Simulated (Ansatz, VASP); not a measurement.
**One calculation of BaTiO3, two programs**

Contents of INCAR:

```
  PREC = Accurate
  ENCUT = 520
  EDIFF = 1E-6
  ISMEAR = -1
  SIGMA = 0.02
  LREAL = False
  LASPH = True
  NELM = 100
  ALGO = Normal
  ISIF = 2
  LWAVE = False
  LCHARG = True
  GGA = PE
  LELF = True
  LVHAR = True
  NBANDS = 28
```

File KPOINTS:

```
Automatic mesh
0
Gamma
  6 6 6
```

POSCAR

```
BaTiO3
1.0
    4.2333423023      0.0000000000      0.0000000000
    0.0000000000      3.9940959546      0.0000000000
    0.0000000000      0.0000000000      3.9940959546
Ba Ti O
1 1 3
Direct
    0.5000000000      0.5000000000      0.5000000000
    0.0000000000      0.0000000000      0.0000000000
    0.5000000000      0.0000000000      0.0000000000
    0.0000000000      0.5000000000      0.0000000000
    0.0000000000      0.0000000000      0.5000000000
```

Input for Ansatz:

```yaml
crystal:
  lattice:
    - [4.2333423023, 0.0, 0.0]
    - [0.0, 3.9940959546, 0.0]
    - [0.0, 0.0, 3.9940959546]
  atoms:
    - { symbol: Ba, position: [0.5, 0.5, 0.5] }
    - { symbol: Ti, position: [0.0, 0.0, 0.0] }
    - { symbol: O, position: [0.5, 0.0, 0.0] }
    - { symbol: O, position: [0.0, 0.5, 0.0] }
    - { symbol: O, position: [0.0, 0.0, 0.5] }
kpoints:
  mp_grid: { grid: [6, 6, 6] }
  band_path:
    path:
      - [0.0, 0.0, 0.0]
      - [0.0, 0.5, 0.0]
      - [0.5, 0.5, 0.0]
      - [0.5, 0.5, 0.5]
      - [0.479167, -0.5, -0.5]
    npoints: 1
hamiltonian:
  xc: pbe
scf:
  occupations: { method: fermi_dirac, width: 0.02 }
  n_extra_bands: 5
output:
  forces: true
  stress: true
  eigenvalues: true
```

Change from the starting cell: uniaxial_x strain +6.0%.

Alike in both runs: task single point; functional PBE; k mesh 6 × 6 × 6; occupations fermi-dirac, width 0.02 eV; no spin polarisation.

```csv
,VASP,Ansatz
version,VASP 6.6.1,Ansatz 0.2.0
potentials or method,"VASP PAW PBE potentials, release 64 (Ba_sv, Ti_sv, O)","plane waves, PAW"
plane-wave cutoff (eV),520,420
valence electrons in the cell,40,40
```

VASP gave:

| Property | Result |
| --- | --- |
| gap on the k mesh at the Fermi level (eV) | 1.54 |
| pressure (GPa) | -3.7 |
| largest component of the traceless stress (GPa) | 5.52 |

Problem. What did Ansatz give for the same quantities?

Solution. gap on the k mesh at the Fermi level (eV): 1.59; pressure (GPa): -5.2; largest component of the traceless stress (GPa): 5.28.

The functional is the same, so the differences come from potentials, cutoffs and numerics.

Caveats: spin-orbit coupling is left out, which moves the levels of the heavy elements. A k mesh can miss the band edges.
